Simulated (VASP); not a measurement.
Bi: single point with PBEsol

The system is Bi.

```
Bi
1.0
     3.53123    0.00000    0.00000
    -1.76561    3.05813    0.00000
     0.00000    0.00000    5.79057
Bi
2
Cartesian
  0.0000 2.0388 1.4476
  1.7656 1.0194 4.3429
```

This isn't the form of Bi at room conditions, which is rhombohedral.

```
Program             : VASP 6.6.1
Task                : single point
Functional          : PBEsol
Potentials or basis : VASP PAW PBE potentials, release 64 (Bi_d)
Cutoff              : 520 eV
k mesh              : 12 × 12 × 6
Occupations         : fermi-dirac, width 0.1 eV
Spin                : no spin polarisation
```

```yaml
Pressure: -2.3 GPa
Band_gap_on_the_k_mesh: none (metal or under the smearing width)
```

Stress tensor (GPa, compression positive):
```
-2.63  0.00  0.00
 0.00 -2.63  0.00
 0.00  0.00 -1.74
```

Levels at points of the mesh, in eV from the Fermi level:
```
           k point  band 12  band 13  band 14  band 15  band 16  band 17  band 18  band 19
(0.00, 0.00, 0.00)   -10.77    -5.28     3.37     3.37     4.89     4.89     4.94     7.00
(0.50, 0.00, 0.00)    -9.80    -4.43    -3.01    -1.95     0.21     0.39     3.35     4.81
(0.00, 0.00, 0.50)   -12.55    -1.14    -1.14     4.09     4.09     4.09     4.09     7.92
(0.50, 0.00, 0.50)   -10.26    -4.82    -4.82     1.48     1.48     1.56     1.56     5.56
```

It took 2.7 min on 1 thread of Intel(R) Xeon(R) Platinum 8375C CPU @ 2.90GHz (Ice Lake) (shared host), peak memory 0.23 GiB.

Caveat: the PAW data sets were made with another functional, which shifts forces and pressure a little; spin-orbit coupling is left out, which moves the levels of the heavy elements.
